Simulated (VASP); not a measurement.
Runs of VASP 6.6.1 on SiO2. It takes space group P4_2/mnm (No. 136, tetragonal). Conventional cell: a = 4.147 Å, b = 4.147 Å, c = 2.704 Å, α = 90.00°, β = 90.00°, γ = 90.00°. Around Si (site symmetry mmm) lie 6 O at 1.77 to 1.79 Å. O (site symmetry m2m) is surrounded by 3 Si at 1.77 to 1.79 Å. 

```tsv
level	k mesh	mesh quality	gap on the mesh (eV)	pressure (GPa)	relaxed volume (Å³/atom)
PBE	6 × 6 × 9	not flagged	5.03	0.0	(b)
PBEsol	2 × 2 × 3	coarse	(a)	0.0	7.85
r2SCAN	6 × 6 × 9	not flagged	6.51	0.0	7.79
PBEsol	6 × 6 × 9	not flagged	5.34	0.0	7.86
```

Alike in all rows: task relaxation of cell and atoms; potentials or basis VASP PAW PBE potentials, release 64 (Si, O); no spin polarisation; cell relaxed; cutoff (eV) 600; smearing gaussian 0.02 eV.

Q: Fill in the values left out.

A: (a) 5.32; (b) 8.04.

Caveats: some runs use coarse meshes; an odd mesh through Γ misses points on the zone boundary, where band edges often lie; the PAW data sets were made with another functional, which shifts forces and pressure a little (some runs).

Not every run made on this cell is shown here.
